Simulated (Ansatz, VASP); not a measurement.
## KF in VASP and in Ansatz

```xyz
4
Lattice="4.4847 0.0000 0.0000 -2.2424 3.8839 0.0000 0.0000 0.0000 5.2717" Properties=species:S:1:pos:R:3 pbc="T T T"
K     0.0000    2.5893    1.3179
K     2.2424    1.2946    3.9538
F     2.2424    1.2946    1.3179
F     0.0000    2.5893    3.9538
```

The cell was built by a generator and needn't be a form met in nature.

Alike in both runs: task single point; functional PBE; k mesh 6 × 6 × 6; occupations fermi-dirac, width 0.02 eV; no spin polarisation.

|  | VASP | Ansatz |
| --- | --- | --- |
| version | VASP 6.6.1 | Ansatz 0.2.0 |
| potentials or method | VASP PAW PBE potentials, release 64 (K_sv, F) | plane waves, PAW |
| plane-wave cutoff (eV) | 520 | 420 |
| valence electrons in the cell | 32 | 32 |

VASP gave:

| Item | Value |
| --- | --- |
| gap on the k mesh at the Fermi level (eV) | 5.37 |
| pressure (GPa) | 1.3 |
| largest component of the traceless stress (GPa) | 0.31 |

**Question.** Estimate Ansatz's values.

**Answer.** gap on the k mesh at the Fermi level (eV): 5.38; pressure (GPa): 1.2; largest component of the traceless stress (GPa): 0.29.

With one functional, cell and mesh, what is left measures potentials, basis and numerics.

A k mesh can miss the band edges.
